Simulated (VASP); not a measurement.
A calculation with VASP 6.6.1 of Be (ASE script, structure from a CIF):

Contents of run.py:

```python
from ase.calculators.vasp import Vasp
from ase.dft.bandgap import bandgap
from ase.io import read

atoms = read('Be.cif', primitive_cell=True, subtrans_included=False)
calc = Vasp(
    directory='calc',
    xc='pbe',
    pp='PBE',
    setups='recommended',
    pp_version='54',
    prec='Accurate',
    encut=520,
    ediff=1e-06,
    ismear=0,
    sigma=0.1,
    lreal=False,
    lasph=True,
    nelm=100,
    algo='Normal',
    isif=2,
    lwave=False,
    lcharg=False,
    kpts=[13, 13, 8],
    gamma=True,
)
atoms.calc = calc

print('energy (eV):', atoms.get_potential_energy())
print('free energy (eV):', atoms.get_potential_energy(force_consistent=True))
print('forces (eV/A):')
print(atoms.get_forces())
print('stress (eV/A^3, Voigt):', atoms.get_stress())
print('Fermi level (eV):', calc.get_fermi_level())
gap, top, bottom = bandgap(calc)
print('band gap (eV):', gap, 'from (spin, k, band)', top, 'to', bottom)
```

Be.cif

```cif
data_Be
_cell_length_a 2.28530000
_cell_length_b 2.28530000
_cell_length_c 3.58420000
_cell_angle_alpha 90.00000000
_cell_angle_beta 90.00000000
_cell_angle_gamma 120.00000000
_space_group_name_H-M_alt 'P6_3/mmc'
_space_group_name_Hall '-P 6c 2c'
_space_group_IT_number 194
loop_
_space_group_symop_operation_xyz
'x,y,z'
'-x,-y,-z'
'x-y,x,z+1/2'
'-x+y,-x,-z+1/2'
'-y,x-y,z'
'y,-x+y,-z'
'-x,-y,z+1/2'
'x,y,-z+1/2'
'-x+y,-x,z'
'x-y,x,-z'
'y,-x+y,z+1/2'
'-y,x-y,-z+1/2'
'-y,-x,-z+1/2'
'y,x,z+1/2'
'-x,-x+y,-z'
'x,x-y,z'
'-x+y,y,-z+1/2'
'x-y,-y,z+1/2'
'y,x,-z'
'-y,-x,z'
'x,x-y,-z+1/2'
'-x,-x+y,z+1/2'
'x-y,-y,-z'
'-x+y,y,z'
loop_
_atom_site_label
_atom_site_type_symbol
_atom_site_symmetry_multiplicity
_atom_site_Wyckoff_symbol
_atom_site_fract_x
_atom_site_fract_y
_atom_site_fract_z
_atom_site_occupancy
Be1 Be 2 c 0.6666666667 0.3333333333 0.7500000000 1
```

Potentials or basis: VASP PAW PBE potentials, release 54 (Be).

Command:

```bash
$ python run.py
```

Problem. Write the same calculation in another form: native input, structure from a POSCAR.

Solution. As run:

The input INCAR:

```
ALGO = Normal
EDIFF = 1E-6
ENCUT = 520
GGA = PE
ISIF = 2
ISMEAR = 0
LASPH = T
LCHARG = F
LREAL = F
LWAVE = F
NELM = 60
PREC = Accurate
SIGMA = 0.1
```

KPOINTS

```
k-points
0
Gamma
  13 13 8
```

Contents of POSCAR:

```
Be
2.2853
    1.000000000000      0.000000000000      0.000000000000
   -0.500000000000      0.866025403798      0.000000000000
    0.000000000000      0.000000000000      1.568371767383
Be
2
Direct
    0.6666666667      0.3333333333      0.7500000000
    0.3333333333      0.6666666667      0.2500000000
```

Potentials or basis: VASP PAW PBE potentials, release 54 (Be).

Run with:

```bash
$ cat potpaw_PBE.54/Be/POTCAR > POTCAR
$ mpirun -np 1 vasp_std > vasp.out
```

Both were run:

|  | ASE script, structure from a CIF | native input, structure from a POSCAR |
| --- | --- | --- |
| Pressure | -2.7 GPa | -2.7 GPa |
| Band gap on the k mesh | none (metal or under the smearing width) | none (metal or under the smearing width) |

Keys that steer only the numerical path or the files written may differ.
